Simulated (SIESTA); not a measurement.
NiO2:

```xyz
3
Lattice="1.4021 0.8095 6.9743 -1.4021 0.8095 6.9743 0.0000 -1.6190 6.9743" Properties=species:S:1:pos:R:3 pbc="T T T"
Ni    0.0000    0.0000    0.0000
O     0.0000    0.0000    7.9254
O     0.0000    0.0000   12.9975
```

The cell comes from a database or a generator and needn't be the stable form of this composition.

Base run:

| Quantity | Value |
| --- | --- |
| Program | SIESTA 5.4.2 |
| Functional | PBEsol |
| Potentials or basis | PseudoDojo 0.4 standard (PBEsol files) |
| Basis | DZP (energy shift 0.003 Ry; two zetas on semicore shells) |
| Grid cutoff | 800 Ry |
| Energy shift | 0.003 Ry |
| k mesh | 8 × 8 × 8 |
| Occupations | fermi-dirac, width 0.05 eV |
| Spin | collinear spin, ferromagnetic start |
| Starting moments | [1.0, 0.0, 0.0] μB |
| Hubbard terms | Ni d U = 4 eV |

Its results: band gap on the k mesh 1.80 eV, indirect (least direct gap 1.85 eV); pressure -2.5 GPa; net moment 0.00 μB per cell; largest force 0.120 eV/Å.

Problem. After a change of settings the same cell gave: band gap on the k mesh 1.55 eV, indirect (least direct gap 1.76 eV); pressure -2.3 GPa; net moment 0.00 μB per cell; largest force 0.143 eV/Å. Which change was it?
A. hubbard terms from Ni d U = 4 eV to Ni d U = 2 eV
B. hubbard terms from Ni d U = 4 eV to none
C. hubbard terms from Ni d U = 4 eV to Ni d U = 6 eV

Solution. A.

Caveats: short orbitals over semicore shells can move pressures by several GPa; the basis of atomic orbitals isn't converged, which shifts pressures, moduli and gaps.
